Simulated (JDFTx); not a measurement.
A run of JDFTx 1.7.0 (patched build) is set up as follows.

The input SnTe.in:

```
lattice \
    0.0000000000     5.9542435598     5.9542435598 \
    5.9542435598     0.0000000000     5.9542435598 \
    5.9542435598     5.9542435598     0.0000000000
coords-type Cartesian
ion Te     5.9542435598     5.9542435598     5.9542435598 1
ion Sn     0.0000000000     0.0000000000     0.0000000000 1

ion-species pseudo/Te.upf
ion-species pseudo/Sn.upf
elec-cutoff 40 320
elec-ex-corr lda-PW
kpoint-folding 7 7 7
elec-smearing Fermi 0.0018374661
elec-n-bands 22
electronic-SCF nIterations 100 energyDiffThreshold 1e-09
electronic-minimize nIterations 30 energyDiffThreshold 1e-7
converge-empty-states yes
forces-output-coords Cartesian

dump-name run.$VAR
dump End Ecomponents EigStats BandEigs Kpoints Forces Stress ElecDensity Dtot KEdensity
```

Potentials or basis: PseudoDojo-SR-LDA-0.4.1-standard.

Launch:

```console
$ jdftx -c 1 -i SnTe.in -o SnTe.out
```

Problem. Estimate the pressure.

Solution. -1.6 GPa.

 The run has no spin-orbit coupling, so splittings on Te are missing.
